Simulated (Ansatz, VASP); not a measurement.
Given: the input of a run of VASP 6.6.1 on GaP.

File INCAR:

```
ALGO = Normal ; EDIFF = 1E-6
ENCUT = 520 ; GGA = PE
ISIF = 2 ; ISMEAR = 0
LASPH = T ; LCHARG = T
LELF = T ; LREAL = F
LVHAR = T ; LWAVE = F
NBANDS = 16 ; NELM = 100
PREC = Accurate ; SIGMA = 0.03
```

Contents of KPOINTS:

```
k-points
0
Gamma
  8 8 8
```

File POSCAR:

```
GaP
1.0
    0.0000000000      2.7252500000      2.7252500000
    2.7252500000      0.0000000000      2.7252500000
    2.7252500000      2.7252500000      0.0000000000
Ga P
1 1
Direct
    0.0000000000      0.0000000000      0.0000000000
    0.7500000000      0.7500000000      0.7500000000
```

Potentials or basis: VASP PAW PBE potentials, release 64 (Ga_d, P).

Launch:

```bash
$ cat potpaw_PBE.64/Ga_d/POTCAR potpaw_PBE.64/P/POTCAR > POTCAR
$ mpirun -np 1 vasp_std > vasp.out
```

Question: Translate it to Ansatz 0.2.0. Potentials there: all-electron LAPW, scalar-relativistic.

Answer: As run (the cutoff follows the program's own potentials):

input.yaml

```yaml
crystal:
  lattice:
    - [0.0, 2.72525, 2.72525]
    - [2.72525, 0.0, 2.72525]
    - [2.72525, 2.72525, 0.0]
  atoms:
    - { symbol: Ga, position: [0.0, 0.0, 0.0] }
    - { symbol: P, position: [0.75, 0.75, 0.75] }
kpoints:
  mp_grid: { grid: [8, 8, 8] }
scf:
  occupations: { method: gaussian, width: 0.03 }
hamiltonian:
  xc: pbe
  pseudopotentials: { kind: all_electron, lapw: { basis_error: 0.001 } }
output:
  forces: true
  stress: true
  eigenvalues: true
```

Potentials or basis: all-electron LAPW, scalar-relativistic.

Launch:

```console
$ ansatz run input.yaml --threads 1 --pin off --max-ram 3072MiB --backend cpu --events-out ev --progress --plain --runs-dir out
```

Both were run:

|  | VASP | Ansatz | Ansatz less VASP |
| --- | --- | --- | --- |
| gap on the k mesh at the Fermi level (eV) | 1.64 | 1.64 | +0.003 |
| least direct gap on the mesh (eV) | 1.83 | 1.83 | +0.004 |
| pressure (GPa) | 2.4 | 2.5 | +0.06 |

Ansatz ran all-electron here, so the differences hold the error of VASP's frozen core and of both bases.

A k mesh can miss the band edges.
